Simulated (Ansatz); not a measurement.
# Ge: from a guess to a relaxed structure

Where does this trial cell of Ge go when cell and atoms are let free?

Method: DFT PBE, scalar-relativistic, plane waves, PAW, in Ansatz 0.2.0.

## Step 1: The starting structure

Symmetry: P6_3/mmc, No. 194, hexagonal system. Conventional cell: a = 3.919 Å, b = 3.919 Å, c = 25.600 Å, α = 90.00°, β = 90.00°, γ = 120.00°. Around Ge (site symmetry 3m) lie 4 Ge at 2.40 Å.

As a file:

```
Ge
1.0
     3.91918    0.00000    0.00000
    -1.95959    3.39411    0.00000
     0.00000    0.00000   25.60002
Ge
16
Direct
  0.00000 0.00000 0.04688
  0.00000 0.00000 0.54688
  0.00000 0.00000 0.45312
  0.00000 0.00000 0.95312
  0.33333 0.66667 0.07813
  0.66667 0.33333 0.57813
  0.33333 0.66667 0.42187
  0.66667 0.33333 0.92187
  0.33333 0.66667 0.17188
  0.66667 0.33333 0.67188
  0.33333 0.66667 0.32812
  0.66667 0.33333 0.82812
  0.33333 0.66667 0.79688
  0.66667 0.33333 0.29688
  0.33333 0.66667 0.70312
  0.66667 0.33333 0.20312
```

Recipe of the guess: 4-connected net of one element (P6_3/mmc, No. 194). The dimensions are guesses.

## Step 2: A first look at the guess

Contents of input.yaml:

```yaml
crystal:
  lattice:
    - [3.91918201, 0.0, 0.0]
    - [-1.959591, 3.39411118, 0.0]
    - [0.0, 0.0, 25.60002051]
  atoms:
    - { symbol: Ge, position: [0.0, 0.0, 0.04688] }
    - { symbol: Ge, position: [0.0, 0.0, 0.54688] }
    - { symbol: Ge, position: [0.0, 0.0, 0.45312] }
    - { symbol: Ge, position: [0.0, 0.0, 0.95312] }
    - { symbol: Ge, position: [0.33333333, 0.66666667, 0.07813] }
    - { symbol: Ge, position: [0.66666667, 0.33333333, 0.57813] }
    - { symbol: Ge, position: [0.33333333, 0.66666667, 0.42187] }
    - { symbol: Ge, position: [0.66666667, 0.33333333, 0.92187] }
    - { symbol: Ge, position: [0.33333333, 0.66666667, 0.17188001] }
    - { symbol: Ge, position: [0.66666667, 0.33333333, 0.67188001] }
    - { symbol: Ge, position: [0.33333333, 0.66666667, 0.32811999] }
    - { symbol: Ge, position: [0.66666667, 0.33333333, 0.82811999] }
    - { symbol: Ge, position: [0.33333333, 0.66666667, 0.79688001] }
    - { symbol: Ge, position: [0.66666667, 0.33333333, 0.29688001] }
    - { symbol: Ge, position: [0.33333333, 0.66666667, 0.70311999] }
    - { symbol: Ge, position: [0.66666667, 0.33333333, 0.20311999] }
basis:
  ecutwfc: 420
kpoints:
  mp_grid: { grid: [6, 6, 1] }
hamiltonian:
  xc: pbe
scf:
  occupations: { method: gaussian, width: 0.1 }
  lower_state_search: "off"
output:
  forces: true
  stress: true
  eigenvalues: true
```

Command:

```sh
$ ansatz run input.yaml --threads 1 --pin off --max-ram 2560MiB --backend cpu --events-out ev --progress --plain --runs-dir out
```

Further runs follow: rough relaxation on the coarse mesh; full relaxation.

Q: Predict the outcome of this session. Wanted: conventional cell; volume; energy over the standard state; gap on the mesh.

The runs gave:

```
                              quantity                                                                        value
symmetry at the end (tolerance 0.05 Å)                                               space group P6_3/mmc (No. 194)
                     conventional cell  a = 4.069 Å, b = 4.069 Å, c = 26.634 Å, α = 90.00°, β = 90.00°, γ = 120.00°
                                volume                                                                23.87 Å³/atom
        energy over the standard state                                                                 0.00 eV/atom
                       gap on the mesh                                                                 none (metal)
```

The space group P6_3/mmc (No. 194) is kept, and the volume per atom grows by 12.2 % from the first guess. It is level with the element's standard state within the noise. No finished test with a distortion of lower symmetry is shown, so the end may be a saddle point.

Counted by bands, a gap of 0.02 eV stays open on the mesh in one run that reads as metallic: the smearing reaches across it. Real Ge has a narrow gap, which semilocal functionals close or nearly close; near the undistorted cell a metallic reading is the functional's, not the solid's.
